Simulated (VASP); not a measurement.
# CuO (Tenorite) (Cc) in VASP: further runs

The runs below take CuO (Tenorite) through relaxation of cell and atoms, with r2SCAN, LDA.

Program: VASP 6.6.1. These are calculated values, not measurements. Logs are shortened: lines on timing, memory, paths and dates and some standing lists are left out, and cuts for length are marked.

### 1 Starting point

Symmetry: Cc, No. 9, monoclinic system. The conventional cell has a = 4.689 Å, b = 3.427 Å, c = 5.132 Å, α = 90.00°, β = 99.65°, γ = 90.00°. Cu (site symmetry 1) has 4 O at 1.91 to 2.02 Å as nearest neighbours. O (site symmetry 1) is surrounded by 4 Cu at 1.91 to 2.02 Å.

### 2 Relaxation of cell and atoms, r2SCAN

Contents of INCAR:

```
SYSTEM = CuO
ALGO = Normal
EDIFF = 1E-6
EDIFFG = -0.005
ENCUT = 600
IBRION = 2
ISIF = 3
ISMEAR = -1
KPAR = 2
LASPH = .True.
LCHARG = .False.
LMIXTAU = .True.
LREAL = .False.
LWAVE = .False.
METAGGA = R2SCAN
NELM = 100
NSW = 60
PREC = Accurate
SIGMA = 0.05
```

Contents of KPOINTS:

```
k-points
0
Gamma
  8 8 4
  0 0 0
```

Contents of POSCAR:

```
CuO
1.0
    2.3446500000     -1.7134000000      0.0000000000
    2.3446500000      1.7134000000      0.0000000000
   -0.8605543552      0.0000000000      5.0594363927
Cu O
2 2
Direct
    0.4968000000      0.0032000000      0.5000000000
    0.0032000000      0.4968000000      0.0000000000
    0.4056000000      0.5714000000      0.7537000000
    0.5714000000      0.4056000000      0.2537000000
```

Potentials or basis: VASP PAW PBE potentials, release 64 (Cu, O).

Command:

```console
$ cat potpaw_PBE.64/Cu/POTCAR potpaw_PBE.64/O/POTCAR > POTCAR
$ mpirun -np 2 vasp_std > vasp.out
```

OUTCAR:

```text
SYSTEM = CuO
   EDIFF = 1E-6
   EDIFFG = -0.005
   ENCUT = 600
   IBRION = 2
   ISIF = 3
   ISMEAR = -1
   LASPH = .True.
   LREAL = .False.
   METAGGA = R2SCAN
   NELM = 100
   NSW = 60
   PREC = Accurate

 ion  position               nearest neighbor table
   1  0.497  0.003  0.500-   4 1.91   3 1.93   4 1.98   3 2.02
   2  0.003  0.497  0.000-   3 1.91   4 1.93   3 1.98   4 2.02
   3  0.406  0.571  0.754-   2 1.91   1 1.93   2 1.98   1 2.02
   4  0.571  0.406  0.254-   1 1.91   2 1.93   1 1.98   2 2.02

  LATTYP: Found a base centered monoclinic cell.
 ALAT       =     4.6893000000
 B/A-ratio  =     0.7307700510
 C/A-ratio  =     1.0944277397
 COS(beta)  =    -0.1676807457

  Lattice vectors:

 A1 = (   2.3446500000,  -1.7134000000,   0.0000000000)
 A2 = (   2.3446500000,   1.7134000000,   0.0000000000)
 A3 = (  -0.8605543552,   0.0000000000,   5.0594363927)

Analysis of symmetry for initial positions (statically):
=====================================================================
 Subroutine PRICEL returns:
 Original cell was already a primitive cell.

 Routine SETGRP: Setting up the symmetry group for a
 base centered monoclinic supercell.

 Subroutine GETGRP returns: Found  2 space group operations
 (whereof  1 operations were pure point group operations)
 out of a pool of  4 trial point group operations.

The static configuration has the point symmetry C_1 .
 The point group associated with its full space group is C_1h.

Analysis of symmetry for dynamics (positions and initial velocities):
=====================================================================
 Subroutine PRICEL returns:
 Original cell was already a primitive cell.

 Routine SETGRP: Setting up the symmetry group for a
 base centered monoclinic supercell.

 Subroutine GETGRP returns: Found  2 space group operations
 (whereof  1 operations were pure point group operations)
 out of a pool of  4 trial point group operations.

The dynamic configuration has the point symmetry C_1 .
 The point group associated with its full space group is C_1h.

 Subroutine INISYM returns: Found  2 space group operations
 (whereof  1 operations are pure point group operations),
 and found     1 'primitive' translations

----------------------------------------------------------------------------------------

                                     Primitive cell

  volume of cell :      40.6508

  direct lattice vectors                    reciprocal lattice vectors
     2.344650000 -1.713400000  0.000000000     0.213251445 -0.291817439  0.036271720
     2.344650000  1.713400000  0.000000000     0.213251445  0.291817439  0.036271720
    -0.860554355  0.000000000  5.059436393     0.000000000  0.000000000  0.197650474

  length of vectors
     2.903984019  2.903984019  5.132100000     0.363248171  0.363248171  0.197650474

  position of ions in fractional coordinates (direct lattice)
     0.496800000  0.003200000  0.500000000
     0.003200000  0.496800000  0.000000000
     0.405600000  0.571400000  0.753700000
     0.571400000  0.405600000  0.253700000

  ion indices of the primitive-cell ions
   primitive index   ion index
                 1           1
                 2           2
                 3           3
                 4           4

----------------------------------------------------------------------------------------

 KPOINTS: k-points

Automatic generation of k-mesh.
 Grid dimensions read from file:
 generate k-points for:    8    8    4

 Generating k-lattice:

  Cartesian coordinates                     Fractional coordinates (reciprocal lattice)
     0.026656431 -0.036477180  0.004533965     0.125000000  0.000000000 -0.000000000
     0.026656431  0.036477180  0.004533965     0.000000000  0.125000000 -0.000000000
     0.000000000  0.000000000  0.049412618     0.000000000  0.000000000  0.250000000

  Length of vectors
     0.045406021  0.045406021  0.049412618

  Shift w.r.t. Gamma in fractional coordinates (k-lattice)
     0.000000000  0.000000000  0.000000000

 Subroutine IBZKPT returns following result:
 ===========================================

 Found     78 irreducible k-points:

 Following reciprocal coordinates:
            Coordinates               Weight
  0.000000  0.000000  0.000000      1.000000
  0.125000  0.000000 -0.000000      4.000000
  0.250000  0.000000 -0.000000      4.000000
  0.375000  0.000000  0.000000      4.000000
  0.500000  0.000000 -0.000000      2.000000
  0.125000  0.125000 -0.000000      2.000000
[... 16 lines left out ...]
  0.125000  0.000000  0.250000      4.000000
  0.250000  0.000000  0.250000      4.000000
 [... further k-points ...]
   k-points           NKPTS =     78   k-points in BZ     NKDIM =     78   number of bands    NBANDS=     21
   number of dos      NEDOS =    301   number of ions     NIONS =      4
   total plane-waves  NPLWV =  24192
   dimension x,y,z NGX =    24 NGY =   24 NGZ =   42
   dimension x,y,z NGXF=    48 NGYF=   48 NGZF=   84
   ions per type =               2   2
   NGX,Y,Z   is equivalent  to a cutoff of  13.74, 13.74, 13.61 a.u.
   NGXF,Y,Z  is equivalent  to a cutoff of  27.48, 27.48, 27.21 a.u.
 SYSTEM =  CuO
   PREC   = accura    normal or accurate (medium, high low for compatibility)
   ISTART =      0    job   : 0-new  1-cont  2-samecut
   ICHARG =      2    charge: 1-file 2-atom 10-const
   ISPIN  =      1    spin polarized calculation?
   LNONCOLLINEAR =      F non collinear calculations
   LSORBIT =      F    spin-orbit coupling
   LASPH  =      T    aspherical Exc in radial PAW
   ENCUT  =  600.0 eV  44.10 Ry    6.64 a.u.   5.80  5.80 10.25*2*pi/ulx,y,z
   NELM   =    100;   NELMIN=  2; NELMDL= -5     # of ELM steps
   EDIFF  = 0.1E-05   stopping-criterion for ELM
   LREAL  =      F    real-space projection
   EDIFFG = -.5E-02   stopping-criterion for IOM
   NSW    =     60    number of steps for IOM
   IBRION =      2    ionic relax: 0-MD 1-quasi-New 2-CG
   NFREE  =      1    steps in history (QN), initial steepest desc. (CG)
   ISIF   =      3    stress and relaxation
   ISYM   =      2    0-nonsym 1-usesym 2-fastsym
   POTIM  = 0.5000    time-step for ionic-motion
   TEBEG  =    0.0;   TEEND  =   0.0 temperature during run
   PSTRESS=    0.0 pullay stress
   NELECT =      34.0000    total number of electrons
   NUPDOWN=      -1.0000    fix difference up-down
   EMIN   =  10.00;   EMAX   =-10.00  energy-range for DOS
   EFERMI =   0.00;   METHOD = LEGACY
   ISMEAR =    -1;   SIGMA  =   0.05  broadening in eV -4-tet -1-fermi 0-gaus
   EFERMI_NEDOS =   21; number of points for ismear=-14 and -15
   IALGO  =     38    algorithm
   IMIX   =      4    mixing-type and parameters
     AMIX     =   0.40;   BMIX     =  1.00
     AMIX_MAG =   1.60;   BMIX_MAG =  1.00
  volume/ion in A,a.u.               =      10.16        68.58
  Fermi-wavevector in a.u.,A,eV,Ry     =   1.542451  2.914811 32.370388  2.379156
  Thomas-Fermi vector in A             =   2.648254
   LORBIT       =      0    0 simple, 1 ext, 2 COOP (PROOUT), +10 PAW based schemes
   METAGGA = R2SCAN    functional components
   LHFCALC =     F    Hartree Fock is set to
   AEXX    =    0.0000 exact exchange contribution
   IVDW    =     0    specifies the selected vdW correction
   LEPSILON=     F    determine dielectric tensor
   LRPA    =     F    only Hartree local field effects (RPA)
 conjugate gradient relaxation of ions
 non-spin polarized calculation
  energy-cutoff  :      600.00
  volume of cell :       40.65
 maximum number of plane-waves:      1370
   NGX = 11   NGY = 11   NGZ = 21

--------------------------------------- Ionic step        1  -------------------------------------------

 number of electron      33.9999993 magnetization

 Free energy of the ion-electron system (eV)
  ---------------------------------------------------
  ext. energy  EPLUGINS =         0.00000000
  ---------------------------------------------------
  free energy    TOTEN  =       -36.34134242 eV

  energy without entropy =      -36.32417960  energy(sigma->0) =      -36.33276101

------------------------ aborting loop because EDIFF is reached ----------------------------------------

  FORCE on cell =-STRESS in cart. coord.  units (eV):
  Direction    XX          YY          ZZ          XY          YZ          ZX
  --------------------------------------------------------------------------------------
  -------------------------------------------------------------------------------------
  Total       -0.1907554      0.1566871     -0.3761550      0.0000000      0.0000000     -0.3071299
  in kB       -7.5182804      6.1755401    -14.8254729      0.0000000      0.0000000    -12.1049703
  external PRESSURE =      -5.3894044 kB  Pullay stress =       0.0000000 kB
[... 95 lines left out ...]
  FREE ENERGIE OF THE ION-ELECTRON SYSTEM (eV)
  ---------------------------------------------------
  free  energy   TOTEN  =       -36.3937359842 eV

  energy  without entropy=      -36.3766291867  energy(sigma->0) =      -36.38518259

[... ionic steps 4 to 40 ...]

--------------------------------------- Ionic step       41  -------------------------------------------

 number of electron      34.0000008 magnetization

------------------------ aborting loop because EDIFF is reached ----------------------------------------

  FORCE on cell =-STRESS in cart. coord.  units (eV):
  Direction    XX          YY          ZZ          XY          YZ          ZX
  --------------------------------------------------------------------------------------
  -------------------------------------------------------------------------------------
  Total       -0.0109957     -0.0173221     -0.0178928      0.0000000      0.0000000     -0.0116435
  in kB       -0.4096406     -0.6453283     -0.6665908      0.0000000      0.0000000     -0.4337733
  external PRESSURE =      -0.5738533 kB  Pullay stress =       0.0000000 kB
[... 61 lines left out ...]
  energy  without entropy=      -36.4778575185  energy(sigma->0) =      -36.48450578

--------------------------------------- Ionic step       43  -------------------------------------------

 number of electron      34.0000007 magnetization

 Free energy of the ion-electron system (eV)
  ---------------------------------------------------
  ext. energy  EPLUGINS =         0.00000000
  ---------------------------------------------------
  free energy    TOTEN  =       -36.49115895 eV

  energy without entropy =      -36.47786303  energy(sigma->0) =      -36.48451099

 E-fermi :   5.0917     XC(G=0): -12.1842

 val. band max:        5.0894661197   @ k =  -0.2500   0.1250   0.5000
 cond. band min:       5.1173126604   @ k =   0.2500   0.1250   0.5000
 fundamental gap:      0.0278465407
 Fermi energy:         5.0916574365

 k-point     1 :       0.0000    0.0000    0.0000
  band No.  band energies     occupation
      1     -16.1138      2.00000
      2     -14.8162      2.00000
      3      -3.5365      2.00000
      4      -0.7742      2.00000
      5      -0.6606      2.00000
      6       1.0633      2.00000
[... 550 lines left out ...]
      5      -0.8677      2.00000
      6      -0.6263      2.00000
[... 13 lines left out ...]
     20      10.8179      0.00000
     21      14.7247      0.00000

 [... further k-points ...]

------------------------ aborting loop because EDIFF is reached ----------------------------------------

  FORCE on cell =-STRESS in cart. coord.  units (eV):
  Direction    XX          YY          ZZ          XY          YZ          ZX
  --------------------------------------------------------------------------------------
  -------------------------------------------------------------------------------------
  Total        0.0090187      0.0056959     -0.0046720      0.0000000      0.0000000     -0.0014198
  in kB        0.3358575      0.2121172     -0.1739845      0.0000000      0.0000000     -0.0528746
  external PRESSURE =       0.1246634 kB  Pullay stress =       0.0000000 kB
[... 19 lines left out ...]
  FREE ENERGIE OF THE ION-ELECTRON SYSTEM (eV)
  ---------------------------------------------------
  free  energy   TOTEN  =       -36.4911589535 eV

  energy  without entropy=      -36.4778630254  energy(sigma->0) =      -36.48451099

 reached required accuracy - stopping structural energy minimisation
```

Wall time 28 min (2 MPI ranks of Intel Xeon 6975P-C (Granite Rapids), shared host); peak memory 0.22 GiB.

Results:

- Free energy: -36.4912 eV
- Relaxed volume: 10.76 Å³/atom
- Relaxed cell: a = 2.894 Å, b = 2.894 Å, c = 5.144 Å, α = 90.17°, β = 90.17°, γ = 86.83°
- Space group after relaxing (to 0.05 Å): Cccm (No. 66)
- Energy gained by relaxing: 37.5 meV/atom
- Ionic steps: 43
- Pressure after relaxing: 0.0 GPa
- Largest force after relaxing: 0.004 eV/Å
- Band gap on the k mesh: none (metal or under the smearing width)

Forces on the atoms (eV/Å):
```
Cu   0.000  0.001  0.000
Cu   0.000 -0.001  0.000
O    0.000 -0.004  0.000
O    0.000  0.004  0.000
```

The path:
```csv
step,energy change (eV),largest force (eV/Å),pressure (GPa),volume (Å³)
1,0.0000,0.7633,-0.54,40.65
3,-0.0524,0.1627,0.07,40.46
5,-0.0671,0.0472,2.03,40.52
7,-0.0703,0.0857,3.48,40.56
9,-0.0756,0.0902,2.94,40.78
11,-0.0920,0.1209,0.89,41.77
13,-0.0959,0.1550,-0.54,42.48
15,-0.1175,0.0845,-1.51,42.92
17,-0.1344,0.2445,-1.59,43.27
19,-0.1438,0.1493,0.32,42.88
21,-0.1459,0.1098,0.02,42.94
23,-0.1471,0.0141,-0.07,42.97
25,-0.1477,0.0361,0.49,42.90
27,-0.1480,0.0394,0.23,42.96
29,-0.1483,0.0495,-0.26,43.08
31,-0.1490,0.0404,-0.10,43.06
33,-0.1493,0.0608,-0.01,43.04
35,-0.1498,0.0104,-0.08,43.01
37,-0.1498,0.0088,0.22,42.97
39,-0.1498,0.0068,-0.01,42.99
41,-0.1498,0.0073,-0.06,43.01
43,-0.1498,0.0037,0.01,43.02
```

Final structure:
```
Cu O
1.0
     2.09629   -1.98914    0.16058
     2.09629    1.98914    0.16058
    -0.41434    0.00000    5.12712
Cu O
2 2
Direct
  0.49404 0.99420 0.50187
  0.99420 0.49404 0.00187
  0.49307 0.49570 0.75183
  0.49570 0.49307 0.25183
```

Caveat: the PAW data sets were made with another functional, which shifts forces and pressure a little; the run has no spin polarisation, though such a crystal can be magnetic; semilocal functionals often make such compounds metallic where correlation or magnetic order opens a gap, which also shifts bond lengths. Zero-point motion and thermal expansion aren't in these numbers.

### 3 Relaxation of cell and atoms, LDA

Contents of INCAR:

```
ALGO     = Fast           # electronic algorithm
EDIFF    = 1E-6           # SCF threshold, eV
EDIFFG   = -0.02          # ionic threshold
ENCUT    = 600            # plane-wave cutoff, eV
GGA      = CA             # functional
IBRION   = 2              # ionic algorithm
ISIF     = 3              # what is computed and relaxed
ISMEAR   = -1             # smearing method
KPAR     = 2            
LASPH    = T              # aspherical terms in the spheres
LCHARG   = F              # write CHGCAR
LREAL    = F              # projectors in reciprocal space
LWAVE    = F              # write WAVECAR
NELM     = 100            # most SCF steps
NSW      = 40             # ionic steps
PREC     = Accurate       # precision mode
SIGMA    = 0.05           # smearing width, eV
```

Contents of KPOINTS:

```
k-points
0
Gamma
  8 8 4
```

POSCAR is that of step 2.

Potentials or basis: VASP PAW LDA potentials, release 64 (Cu, O).

Command:

```console
$ cat potpaw_LDA.64/Cu/POTCAR potpaw_LDA.64/O/POTCAR > POTCAR
$ mpirun -np 2 vasp_std > vasp.out
```

Wall time 7.3 min (2 MPI ranks of AMD EPYC 9R45 (Zen 5), shared host); peak memory 0.18 GiB.

Results (log left out):

```yaml
Free_energy: -23.3455 eV
Relaxed_volume: 10.30 Å³/atom
Relaxed_cell: a = 2.854 Å, b = 2.854 Å, c = 5.058 Å, α = 90.08°, β = 90.08°, γ = 87.94°
Space_group_after_relaxing_to_0.05_Å: Cccm (No. 66)
Energy_gained_by_relaxing: 58.3 meV/atom
Ionic_steps: 34
Pressure_after_relaxing: 0.1 GPa
Largest_force_after_relaxing: 0.019 eV/Å
Band_gap_on_the_k_mesh: none (metal or under the smearing width)
```

Forces in eV/Å, atoms in the order of the input:
```
Cu   0.002  0.001  0.011
Cu   0.002 -0.001  0.011
O   -0.002 -0.015 -0.011
O   -0.002  0.015 -0.011
```

Stress tensor (GPa, compression positive):
```
 0.07  0.00 -0.12
 0.00  0.07  0.00
-0.12  0.00  0.15
```

The path:
```csv
step,energy change (eV),largest force (eV/Å),pressure (GPa),volume (Å³)
1,0.0000,0.7906,-8.92,40.65
2,-0.0830,0.0400,8.71,37.41
3,-0.1099,0.2992,2.13,38.42
4,-0.1215,0.1895,0.35,38.84
5,-0.1215,0.1848,-0.02,38.83
6,-0.1281,0.1534,0.13,38.96
7,-0.1440,0.0620,0.00,39.34
8,-0.1553,0.2495,0.36,40.06
9,-0.1586,0.2388,0.25,40.14
10,-0.1675,0.2144,-0.09,40.38
11,-0.1820,0.1918,-0.92,40.84
12,-0.1956,0.2572,-2.46,41.68
13,-0.2127,0.1652,-1.06,41.43
14,-0.2231,0.0803,0.77,41.08
15,-0.2234,0.0833,1.31,40.99
16,-0.2278,0.0698,-0.09,41.23
17,-0.2283,0.0899,-0.40,41.30
18,-0.2283,0.0966,-0.66,41.33
19,-0.2298,0.0786,-0.25,41.22
20,-0.2305,0.0751,0.11,41.11
21,-0.2310,0.0396,0.05,41.12
22,-0.2311,0.0326,0.00,41.13
23,-0.2315,0.0132,0.03,41.13
24,-0.2319,0.0311,0.10,41.15
25,-0.2322,0.0217,0.14,41.17
26,-0.2328,0.0143,-0.31,41.24
27,-0.2328,0.0258,-0.17,41.26
28,-0.2328,0.0427,-0.42,41.31
29,-0.2328,0.0320,-0.27,41.28
30,-0.2331,0.0269,-0.10,41.23
31,-0.2332,0.0318,0.01,41.19
32,-0.2331,0.0349,0.45,41.12
33,-0.2332,0.0295,0.17,41.17
34,-0.2334,0.0188,0.10,41.18
```

Final structure:
```
CELL_PARAMETERS angstrom
2.04831 -1.98160 0.15612
2.04831 1.98160 0.15612
-0.39413 0.00000 5.04306
ATOMIC_POSITIONS crystal
Cu 0.49424 0.99420 0.50178
Cu 0.99420 0.49424 0.00178
O 0.49330 0.49526 0.75192
O 0.49526 0.49330 0.25192
```

Levels at points of the mesh, in eV from the Fermi level:
| k point | band 15 | band 16 | band 17 | band 18 | band 19 | band 20 |
| --- | --- | --- | --- | --- | --- | --- |
| (0.00, 0.00, 0.00) | -2.53 | -2.12 | 0.65 | 0.74 | 1.62 | 6.13 |
| (0.50, 0.00, 0.00) | -1.74 | -1.65 | 0.22 | 0.45 | 3.38 | 6.07 |
| (0.50, 0.50, 0.00) | -1.70 | -1.31 | -1.28 | 1.20 | 1.78 | 7.10 |
| (0.00, 0.00, 0.50) | -1.70 | -1.70 | 0.05 | 0.05 | 3.66 | 3.66 |
| (0.50, 0.00, 0.50) | -2.22 | -2.00 | -0.13 | 0.70 | 4.14 | 6.06 |
| (0.50, 0.50, 0.50) | -1.55 | -1.55 | -0.52 | -0.52 | 3.77 | 3.77 |

Caveat: the run has no spin polarisation, though such a crystal can be magnetic; semilocal functionals often make such compounds metallic where correlation or magnetic order opens a gap, which also shifts bond lengths.
